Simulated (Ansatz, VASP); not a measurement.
**InAs in VASP and in Ansatz**

The input INCAR:

```
PREC = Accurate ; ENCUT = 520
EDIFF = 1E-6 ; ISMEAR = -1
SIGMA = 0.05 ; LREAL = F
LASPH = T ; NELM = 80
ALGO = Normal ; ISIF = 2
LWAVE = F ; LCHARG = T
GGA = PS ; LELF = T
LVHAR = T ; NBANDS = 16
```

The input KPOINTS:

```
Automatic mesh
0
Gamma
  8 8 8
```

POSCAR

```
InAs
1.0
    0.0000000000      3.0180000000      3.0180000000
    3.0180000000      0.0000000000      3.0180000000
    3.0180000000      3.0180000000      0.0000000000
In As
1 1
Direct
    0.0000000000      0.0000000000      0.0000000000
    0.7500000000      0.7500000000      0.7500000000
```

The input input.yaml:

```yaml
crystal:
  lattice:
    - [0.0, 3.018, 3.018]
    - [3.018, 0.0, 3.018]
    - [3.018, 3.018, 0.0]
  atoms:
    - { symbol: In, position: [0.0, 0.0, 0.0] }
    - { symbol: As, position: [0.75, 0.75, 0.75] }
kpoints:
  mp_grid: { grid: [8, 8, 8] }
  band_path:
    path:
      - [0.0, 0.0, 0.0]
      - [0.5, 0.0, 0.5]
      - [0.5, 0.25, 0.75]
      - [0.375, 0.375, 0.75]
      - [0.0, 0.0, 0.0]
      - [0.5, 0.5, 0.5]
      - [0.625, 0.25, 0.625]
      - [0.5, 0.25, 0.75]
    npoints: 12
scf:
  occupations: { method: fermi_dirac, width: 0.05 }
hamiltonian:
  xc: pbesol
  pseudopotentials: { kind: all_electron, lapw: { basis_error: 0.001 } }
output:
  forces: true
  stress: true
  eigenvalues: true
```

Alike in both runs: functional PBEsol; k mesh 8 × 8 × 8; occupations fermi-dirac, width 0.05 eV; no spin polarisation.

|  | VASP | Ansatz |
| --- | --- | --- |
| version | VASP 6.6.1 | Ansatz 0.2.0 |
| potentials or method | VASP PAW PBE potentials, release 64 (In_d, As) | all-electron LAPW, scalar-relativistic |
| plane-wave cutoff (eV) | 520 | see its input |
| task | single point | band structure |

Ansatz gave:

| Quantity | Value |
| --- | --- |
| gap on the k mesh at the Fermi level (eV) | none |
| pressure (GPa) | 1.5 |

**Question.** What did VASP give for the same quantities?

**Answer.** gap on the k mesh at the Fermi level (eV): none; pressure (GPa): 1.6.

A gap of «none» marks a metal or a gap that the smearing closes. Ansatz ran all-electron here, so the differences hold the error of VASP's frozen core and of both bases.

Caveats: the PAW data sets were made with another functional, which shifts forces and pressure a little (VASP); spin-orbit coupling is left out, which moves the levels of the heavy elements (Ansatz).
